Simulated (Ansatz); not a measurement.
The system is MoSe2.

```
CELL_PARAMETERS angstrom
3.28800 0.00000 0.00000
-1.64400 2.84749 0.00000
0.00000 0.00000 12.90000
ATOMIC_POSITIONS crystal
Mo 0.66667 0.33333 0.75000
Mo 0.33333 0.66667 0.25000
Se 0.66667 0.33333 0.37500
Se 0.33333 0.66667 0.87500
Se 0.66667 0.33333 0.12500
Se 0.33333 0.66667 0.62500
```

Base run:

```yaml
Program: Ansatz 0.2.0
Functional: r2SCAN
Potentials_or_basis: Ansatz PAW
Cutoff: "500 eV (not typed: the program's choice for these potentials)"
k_mesh: 7 × 7 × 2
Occupations: fermi-dirac, width 0.05 eV
Spin: spin-orbit coupling, no magnetisation
```

Its results: band gap on the k mesh 1.13 eV, indirect (least direct gap 1.84 eV); pressure 6.7 GPa; largest force 0.889 eV/Å.

Question: The run is repeated on the same cell with these changes: functional from r2SCAN to LDA; cutoff from 500 eV (not typed: the program's choice for these potentials) to 420 eV (not typed: the program's choice for these potentials). What comes out?

Answer: Band gap on the k mesh 0.97 eV, indirect (least direct gap 1.72 eV); pressure 0.6 GPa; largest force 0.585 eV/Å.

r2SCAN gives the wider gap, since meta-GGAs in the generalised Kohn-Sham scheme recover part of the derivative discontinuity.

Caveats: the k mesh misses the band edges, so the gap on the mesh is wider than the one along the path; the cell's inner coordinates are idealised or old, which leaves forces on the atoms; the PAW data sets come from PBE, with cores solved anew for the run's functional, which leaves a small shift of forces and pressure.
